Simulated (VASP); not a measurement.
# Sn (I4_1/amd) in VASP: settings compared

Aim: see how the results for Sn move with the level of theory and the settings. Levels: LDA, PBE+D3(BJ). Tasks: band structure.

Everything below comes from runs of VASP 6.6.1. Logs are shortened: lines on timing, memory, paths and dates and some standing lists are left out, and cuts for length are marked.

**1. Starting point**

It takes space group I4_1/amd (No. 141, tetragonal). Conventional cell: a = 5.780 Å, b = 5.780 Å, c = 3.133 Å, α = 90.00°, β = 90.00°, γ = 90.00°. Around Sn (site symmetry -4m2) lie 6 Sn at 2.99 to 3.13 Å.

**2. Band structure, LDA**

Input file INCAR:

```
SYSTEM = Sn
PREC = Accurate
ENCUT = 520
EDIFF = 1E-6
ISMEAR = 0
SIGMA = 0.03
LREAL = .FALSE.
LASPH = .TRUE.
NELM = 80
ALGO = Fast
ISIF = 2
LWAVE = .FALSE.
LCHARG = .FALSE.
NBANDS = 21
ICORELEVEL = 1
```

Input file KPOINTS:

```
Automatic mesh
0
G
  12 12 12
  0 0 0
```

Input file POSCAR:

```
Sn                                      
1.0
   -2.8901306707      2.8901306707      1.5663751916
    2.8901306707     -2.8901306707      1.5663751916
    2.8901306707      2.8901306707     -1.5663751916
  Sn            
     2
Direct
     0.0000000000000000    1.0000000000000000    0.0000000000000000
     0.7500000000000000    0.2500000000000000    0.5000000000000000
```

Input file KPOINTS_OPT:

```
explicit points
187
Reciprocal
 0.0000000000  0.0000000000  0.0000000000 1
 0.0000000000  0.0000000000  0.0263157895 1
 0.0000000000  0.0000000000  0.0526315789 1
 0.0000000000  0.0000000000  0.0789473684 1
 0.0000000000  0.0000000000  0.1052631579 1
 0.0000000000  0.0000000000  0.1315789474 1
[... 179 lines left out ...]
 0.3244985517  0.3244985517 -0.3244985517 1
-0.3244985517  0.6755014483  0.3244985517 1
```

Potentials or basis: VASP PAW LDA potentials, release 64 (Sn_d).

Started as:

```sh
$ cat potpaw_LDA.64/Sn_d/POTCAR > POTCAR
$ mpirun -np 1 vasp_std > vasp.out
```

OUTCAR:

```text
SYSTEM = Sn
   PREC = Accurate
   ENCUT = 520
   EDIFF = 1E-6
   ISMEAR = 0
   LREAL = .FALSE.
   LASPH = .TRUE.
   NELM = 80
   ISIF = 2

 ion  position               nearest neighbor table
   1  0.000  0.000  0.000-   2 2.99   2 2.99   2 2.99   2 2.99   2 3.72   2 3.72   2 3.72   2 3.72

   2  0.750  0.250  0.500-   1 2.99   1 2.99   1 2.99   1 2.99   1 3.72   1 3.72   1 3.72   1 3.72

  LATTYP: Found a body centered tetragonal cell.
 ALAT       =     5.7802613414
 C/A-ratio  =     0.5419738310

  Lattice vectors:

 A1 = (  -2.8901306707,   2.8901306707,   1.5663751916)
 A2 = (   2.8901306707,  -2.8901306707,   1.5663751916)
 A3 = (   2.8901306707,   2.8901306707,  -1.5663751916)

Analysis of symmetry for initial positions (statically):
=====================================================================
 Subroutine PRICEL returns:
 Original cell was already a primitive cell.

 Routine SETGRP: Setting up the symmetry group for a
 body centered tetragonal supercell.

 Subroutine GETGRP returns: Found 16 space group operations
 (whereof  8 operations were pure point group operations)
 out of a pool of 16 trial point group operations.

The static configuration has the point symmetry D_2d.
 The point group associated with its full space group is D_4h.

Analysis of symmetry for dynamics (positions and initial velocities):
=====================================================================
 Subroutine PRICEL returns:
 Original cell was already a primitive cell.

 Routine SETGRP: Setting up the symmetry group for a
 body centered tetragonal supercell.

 Subroutine GETGRP returns: Found 16 space group operations
 (whereof  8 operations were pure point group operations)
 out of a pool of 16 trial point group operations.

The dynamic configuration has the point symmetry D_2d.
 The point group associated with its full space group is D_4h.

 Subroutine INISYM returns: Found 16 space group operations
 (whereof  8 operations are pure point group operations),
 and found     1 'primitive' translations

----------------------------------------------------------------------------------------

                                     Primitive cell

  volume of cell :      52.3348

  direct lattice vectors                    reciprocal lattice vectors
    -2.890130671  2.890130671  1.566375192     0.000000000  0.173002558  0.319208324
     2.890130671 -2.890130671  1.566375192     0.173002558  0.000000000  0.319208324
     2.890130671  2.890130671 -1.566375192     0.173002558  0.173002558  0.000000000

  length of vectors
     4.377127120  4.377127120  4.377127120     0.363075529  0.363075529  0.244662564

  position of ions in fractional coordinates (direct lattice)
     0.000000000  0.000000000  0.000000000
     0.750000000  0.250000000  0.500000000

  ion indices of the primitive-cell ions
   primitive index   ion index
                 1           1
                 2           2

----------------------------------------------------------------------------------------

 KPOINTS: Automatic mesh

Automatic generation of k-mesh.
 Grid dimensions read from file:
 generate k-points for:   12   12   12

 Generating k-lattice:

  Cartesian coordinates                     Fractional coordinates (reciprocal lattice)
     0.000000000  0.014416880  0.026600694     0.083333333  0.000000000  0.000000000
     0.014416880  0.000000000  0.026600694     0.000000000  0.083333333  0.000000000
     0.014416880  0.014416880  0.000000000     0.000000000  0.000000000  0.083333333

  Length of vectors
     0.030256294  0.030256294  0.020388547

  Shift w.r.t. Gamma in fractional coordinates (k-lattice)
     0.000000000  0.000000000  0.000000000

 Subroutine IBZKPT returns following result:
 ===========================================

 Found    163 irreducible k-points:

 Following reciprocal coordinates:
            Coordinates               Weight
  0.000000  0.000000  0.000000      1.000000
  0.083333  0.000000  0.000000      8.000000
  0.166667  0.000000  0.000000      8.000000
  0.250000 -0.000000  0.000000      8.000000
  0.333333  0.000000  0.000000      8.000000
  0.416667  0.000000 -0.000000      8.000000
[... 16 lines left out ...]
  0.500000  0.166667  0.000000     16.000000
 -0.416667  0.166667  0.000000     16.000000
 [... further k-points ...]
   k-points           NKPTS =    163   k-points in BZ     NKDIM =    163   number of bands    NBANDS=     21
   number of dos      NEDOS =    301   number of ions     NIONS =      2
   total plane-waves  NPLWV =  46656
   dimension x,y,z NGX =    36 NGY =   36 NGZ =   36
   dimension x,y,z NGXF=    72 NGYF=   72 NGZF=   72
   ions per type =               2
   NGX,Y,Z   is equivalent  to a cutoff of  13.67, 13.67, 13.67 a.u.
   NGXF,Y,Z  is equivalent  to a cutoff of  27.35, 27.35, 27.35 a.u.
 SYSTEM =  Sn
   PREC   = accura    normal or accurate (medium, high low for compatibility)
   ISTART =      0    job   : 0-new  1-cont  2-samecut
   ICHARG =      2    charge: 1-file 2-atom 10-const
   ISPIN  =      1    spin polarized calculation?
   LNONCOLLINEAR =      F non collinear calculations
   LSORBIT =      F    spin-orbit coupling
   LASPH  =      T    aspherical Exc in radial PAW
   ENCUT  =  520.0 eV  38.22 Ry    6.18 a.u.   8.14  8.14  8.14*2*pi/ulx,y,z
   NELM   =     80;   NELMIN=  2; NELMDL= -5     # of ELM steps
   EDIFF  = 0.1E-05   stopping-criterion for ELM
   LREAL  =      F    real-space projection
   EDIFFG = 0.1E-04   stopping-criterion for IOM
   NSW    =      0    number of steps for IOM
   IBRION =     -1    ionic relax: 0-MD 1-quasi-New 2-CG
   NFREE  =      0    steps in history (QN), initial steepest desc. (CG)
   ISIF   =      2    stress and relaxation
   ISYM   =      2    0-nonsym 1-usesym 2-fastsym
   POTIM  = 0.5000    time-step for ionic-motion
   TEBEG  =    0.0;   TEEND  =   0.0 temperature during run
   PSTRESS=    0.0 pullay stress
   NELECT =      28.0000    total number of electrons
   NUPDOWN=      -1.0000    fix difference up-down
   EMIN   =  10.00;   EMAX   =-10.00  energy-range for DOS
   EFERMI =   0.00;   METHOD = LEGACY
   ISMEAR =     0;   SIGMA  =   0.03  broadening in eV -4-tet -1-fermi 0-gaus
   EFERMI_NEDOS =   21; number of points for ismear=-14 and -15
   IALGO  =     68    algorithm
   IMIX   =      4    mixing-type and parameters
     AMIX     =   0.40;   BMIX     =  1.00
     AMIX_MAG =   1.60;   BMIX_MAG =  1.00
  volume/ion in A,a.u.               =      26.17       176.59
  Fermi-wavevector in a.u.,A,eV,Ry     =   1.329017  2.511478 24.031789  1.766287
  Thomas-Fermi vector in A             =   2.458211
   LORBIT       =      0    0 simple, 1 ext, 2 COOP (PROOUT), +10 PAW based schemes
   GGA     = CA    functional components
   LHFCALC =     F    Hartree Fock is set to
   AEXX    =    0.0000 exact exchange contribution
   IVDW    =     0    specifies the selected vdW correction
   LEPSILON=     F    determine dielectric tensor
   LRPA    =     F    only Hartree local field effects (RPA)
 non-spin polarized calculation
 RMM-DIIS sequential band-by-band and
 Gauss-broadening in eV      SIGMA  =   0.03
  energy-cutoff  :      520.00
  volume of cell :       52.33
 maximum number of plane-waves:      1424
 NGX is ok and might be reduce to    36
   NGX = 17   NGY = 17   NGZ = 17

 number of electron      28.0000011 magnetization

 Free energy of the ion-electron system (eV)
  ---------------------------------------------------
  ext. energy  EPLUGINS =         0.00000000
  ---------------------------------------------------
  free energy    TOTEN  =        -8.98123845 eV

  energy without entropy =       -8.98081993  energy(sigma->0) =       -8.98102919

 the core state eigenenergies are
   1-  1s -28827.7730  2s  -4346.7555  2p  -3907.1434  3s   -828.3208  3p   -684.0729
       3d   -460.5313  4s   -120.3881  4p    -76.5785
   2-  1s -28827.7730  2s  -4346.7555  2p  -3907.1434  3s   -828.3208  3p   -684.0729
       3d   -460.5313  4s   -120.3881  4p    -76.5785

 E-fermi :   8.1585     XC(G=0): -10.7193

 val. band max:        8.1529110930   @ k =  -0.1667  -0.1667   0.0833
 cond. band min:       8.1836253411   @ k =   0.2500   0.0833   0.0000
 fundamental gap:      0.0307142481
 Fermi energy:         8.1584568423

 k-point     1 :       0.0000    0.0000    0.0000
  band No.  band energies     occupation
      1     -13.4522      2.00000
      2     -13.3612      2.00000
      3     -13.3124      2.00000
      4     -13.3021      2.00000
      5     -13.1239      2.00000
      6     -13.1239      2.00000
[... 13 lines left out ...]
     20      18.2309      0.00000
     21      18.9278      0.00000

 k-point     2 :       0.0833    0.0000    0.0000
  band No.  band energies     occupation
      1     -13.4474      2.00000
      2     -13.3450      2.00000
      3     -13.3066      2.00000
      4     -13.2829      2.00000
      5     -13.1360      2.00000
      6     -13.1343      2.00000
[... 13 lines left out ...]
     20      17.7716      0.00000
     21      17.8395      0.00000

 k-point     3 :       0.1667    0.0000    0.0000
  band No.  band energies     occupation
      1     -13.4327      2.00000
      2     -13.3033      2.00000
      3     -13.2907      2.00000
      4     -13.2381      2.00000
      5     -13.1619      2.00000
      6     -13.1452      2.00000
[... 13 lines left out ...]
     20      16.4631      0.00000
     21      16.7550      0.00000
[... 457 lines left out ...]
 k-point    23 :       0.5000    0.1667    0.0000
  band No.  band energies     occupation
      1     -13.3614      2.00000
      2     -13.2783      2.00000
      3     -13.2587      2.00000
      4     -13.2197      2.00000
      5     -13.1879      2.00000
      6     -13.1601      2.00000
[... 13 lines left out ...]
     20      16.7661      0.00000
     21      17.4100      0.00000

 k-point    24 :      -0.4167    0.1667    0.0000
  band No.  band energies     occupation
      1     -13.3720      2.00000
      2     -13.2757      2.00000
      3     -13.2588      2.00000
      4     -13.2333      2.00000
      5     -13.1830      2.00000
      6     -13.1532      2.00000
[... 13 lines left out ...]
     20      16.4006      0.00000
     21      17.1223      0.00000

 [... further k-points ...]

------------------------ aborting loop because EDIFF is reached ----------------------------------------

  FORCE on cell =-STRESS in cart. coord.  units (eV):
  Direction    XX          YY          ZZ          XY          YZ          ZX
  --------------------------------------------------------------------------------------
  -------------------------------------------------------------------------------------
  Total       -0.0082531     -0.0082531     -0.0138229      0.0000000     -0.0000000      0.0000000
  in kB       -0.2526596     -0.2526596     -0.4231752      0.0000000     -0.0000000      0.0000000
  external PRESSURE =      -0.3094981 kB  Pullay stress =       0.0000000 kB

 VOLUME and BASIS-vectors are now :
 -----------------------------------------------------------------------------
  energy-cutoff  :      520.00
  volume of cell :       52.33
      direct lattice vectors                 reciprocal lattice vectors
    -2.890130671  2.890130671  1.566375192     0.000000000  0.173002558  0.319208324
     2.890130671 -2.890130671  1.566375192     0.173002558  0.000000000  0.319208324
     2.890130671  2.890130671 -1.566375192     0.173002558  0.173002558  0.000000000

 POSITION                                       TOTAL-FORCE (eV/Angst)
 -----------------------------------------------------------------------------------
      0.00000      0.00000      0.00000        -0.000000      0.000000      0.000000
     -0.00000      2.89013      0.78319         0.000000     -0.000000     -0.000000
 -----------------------------------------------------------------------------------
    total drift:                               -0.000000      0.000000     -0.000000

  FREE ENERGIE OF THE ION-ELECTRON SYSTEM (eV)
  ---------------------------------------------------
  free  energy   TOTEN  =        -8.9812384463 eV

  energy  without entropy=       -8.9808199250  energy(sigma->0) =       -8.98102919
```

Run time: 3.9 min. Hardware: 1 thread of Intel Xeon Platinum 8488C (Sapphire Rapids), shared host; peak memory 0.36 GiB.

What came out:

* Free energy: -8.9812 eV
* Pressure: 0.0 GPa
* Band gap along the path: none (metal or under the smearing width)

Levels at the corners of the path, in eV from the Fermi level:
```tsv
point	band 11	band 12	band 13	band 14	band 15	band 16	band 17	band 18
Γ	-11.43	-3.68	-2.09	-2.09	3.00	6.30	6.30	7.10
X	-9.12	-9.12	0.57	0.57	1.59	1.59	6.20	6.20
X	-9.12	-9.12	0.57	0.57	1.59	1.59	6.20	6.20
M	-7.72	-7.72	-4.99	-4.99	5.24	5.24	9.56	9.56
M	-7.72	-7.72	-4.99	-4.99	5.24	5.24	9.56	9.56
Γ	-11.43	-3.68	-2.09	-2.09	3.00	6.30	6.30	7.10
Γ	-11.43	-3.68	-2.09	-2.09	3.00	6.30	6.30	7.10
Z	-6.57	-5.69	-3.16	-3.03	-3.03	3.21	5.71	5.71
Z	-6.57	-5.69	-3.16	-3.03	-3.03	3.21	5.71	5.71
P	-6.04	-6.04	-3.68	-3.68	3.65	3.65	4.05	4.05
P	-6.04	-6.04	-3.68	-3.68	3.65	3.65	4.05	4.05
N	-7.01	-5.52	-2.34	-1.80	-1.18	2.29	2.90	4.83
N	-7.01	-5.52	-2.34	-1.80	-1.18	2.29	2.90	4.83
Z1	-6.57	-5.69	-3.16	-3.03	-3.03	3.21	5.71	5.71
Z1	-6.57	-5.69	-3.16	-3.03	-3.03	3.21	5.71	5.71
M	-7.72	-7.72	-4.99	-4.99	5.24	5.24	9.56	9.56
X	-9.12	-9.12	0.57	0.57	1.59	1.59	6.20	6.20
P	-6.04	-6.04	-3.68	-3.68	3.65	3.65	4.05	4.05
```

Core levels (eV, on the scale of the bands):
```csv
atom,levels
1 Sn,"1s -28827.8, 2s -4346.8, 2p -3907.1, 3s -828.3, 3p -684.1, 3d -460.5, 4s -120.4, 4p -76.6"
2 Sn,"1s -28827.8, 2s -4346.8, 2p -3907.1, 3s -828.3, 3p -684.1, 3d -460.5, 4s -120.4, 4p -76.6"
```

Caveat: spin-orbit coupling is left out, which moves the levels of the heavy elements.

**3. Band structure, PBE+D3(BJ)**

This run uses another cell than the first one, of 27.17 Å³/atom, 1.038 times its volume.

Input file INCAR:

```
PREC     = Accurate       # precision mode
ENCUT    = 520            # plane-wave cutoff, eV
EDIFF    = 1E-6           # SCF threshold, eV
ISMEAR   = 0              # smearing method
SIGMA    = 0.03           # smearing width, eV
LREAL    = False          # projectors in reciprocal space
LASPH    = True           # aspherical terms in the spheres
NELM     = 80             # most SCF steps
ALGO     = Fast           # electronic algorithm
ISIF     = 2              # what is computed and relaxed
LWAVE    = False          # write WAVECAR
LCHARG   = False          # write CHGCAR
GGA      = PE             # functional
IVDW     = 12             # dispersion correction
NBANDS   = 21             # bands
ICORELEVEL= 1
```

Input file KPOINTS:

```
regular mesh
0
Gamma
  12 12 12
```

Input file POSCAR:

```
Sn                                      
1.0
   -2.9248594917      2.9248594917      1.5881672657
    2.9248594917     -2.9248594917      1.5881672657
    2.9248594917      2.9248594917     -1.5881672657
  Sn            
     2
Direct
     0.0000000000000000    0.0000000000000000    0.0000000000000000
     0.7500000000000000    0.2500000000000000    0.5000000000000000
```

Input file KPOINTS_OPT:

```
explicit points
142
Reciprocal
 0.0000000000  0.0000000000  0.0000000000 1
 0.0000000000  0.0000000000  0.0357142857 1
 0.0000000000  0.0000000000  0.0714285714 1
 0.0000000000  0.0000000000  0.1071428571 1
 0.0000000000  0.0000000000  0.1428571429 1
 0.0000000000  0.0000000000  0.1785714286 1
[... 134 lines left out ...]
 0.3244985517  0.3244985517 -0.3244985517 1
-0.3244985517  0.6755014483  0.3244985517 1
```

Potentials or basis: VASP PAW PBE potentials, release 64 (Sn_d).

Started as:

```sh
$ cat potpaw_PBE.64/Sn_d/POTCAR > POTCAR
$ mpirun -np 1 vasp_std > vasp.out
```

It took 2.6 min on 1 thread of Intel Xeon Platinum 8488C (Sapphire Rapids), shared host; peak memory 0.4 GiB.

The run converged. Its results:

| Item | Value |
| --- | --- |
| Free energy | -8.3736 eV |
| Pressure | 0.0 GPa |
| Band gap along the path | none (metal or under the smearing width) |
| Dispersion energy per atom | -0.389 eV |

Levels at the corners of the path, in eV from the Fermi level:
```tsv
point	band 11	band 12	band 13	band 14	band 15	band 16	band 17	band 18
Γ	-11.12	-3.67	-1.99	-1.99	2.97	6.19	6.19	6.89
X	-8.89	-8.89	0.58	0.58	1.56	1.56	6.07	6.07
X	-8.89	-8.89	0.58	0.58	1.56	1.56	6.07	6.07
M	-7.56	-7.56	-4.80	-4.80	5.10	5.10	9.34	9.34
M	-7.56	-7.56	-4.80	-4.80	5.10	5.10	9.34	9.34
Γ	-11.12	-3.67	-1.99	-1.99	2.97	6.19	6.19	6.89
Γ	-11.12	-3.67	-1.99	-1.99	2.97	6.19	6.19	6.89
Z	-6.48	-5.58	-3.03	-2.91	-2.91	3.09	5.58	5.58
Z	-6.48	-5.58	-3.03	-2.91	-2.91	3.09	5.58	5.58
P	-5.95	-5.95	-3.53	-3.53	3.57	3.57	3.95	3.95
P	-5.95	-5.95	-3.53	-3.53	3.57	3.57	3.95	3.95
N	-6.90	-5.38	-2.32	-1.71	-1.13	2.25	2.85	4.67
N	-6.90	-5.38	-2.32	-1.71	-1.13	2.25	2.85	4.67
Z1	-6.48	-5.58	-3.03	-2.91	-2.91	3.09	5.58	5.58
Z1	-6.48	-5.58	-3.03	-2.91	-2.91	3.09	5.58	5.58
M	-7.56	-7.56	-4.80	-4.80	5.10	5.10	9.34	9.34
X	-8.89	-8.89	0.58	0.58	1.56	1.56	6.07	6.07
P	-5.95	-5.95	-3.53	-3.53	3.57	3.57	3.95	3.95
```

Core levels (eV, on the scale of the bands):
```
atom                                                                                     levels
1 Sn  1s -28994.8, 2s -4366.3, 2p -3918.0, 3s -832.6, 3p -686.1, 3d -460.8, 4s -121.5, 4p -77.3
2 Sn  1s -28994.8, 2s -4366.3, 2p -3918.0, 3s -832.6, 3p -686.1, 3d -460.8, 4s -121.5, 4p -77.3
```

Caveat: spin-orbit coupling is left out, which moves the levels of the heavy elements; pairwise dispersion overbinds metals, which lowers pressure and volume.
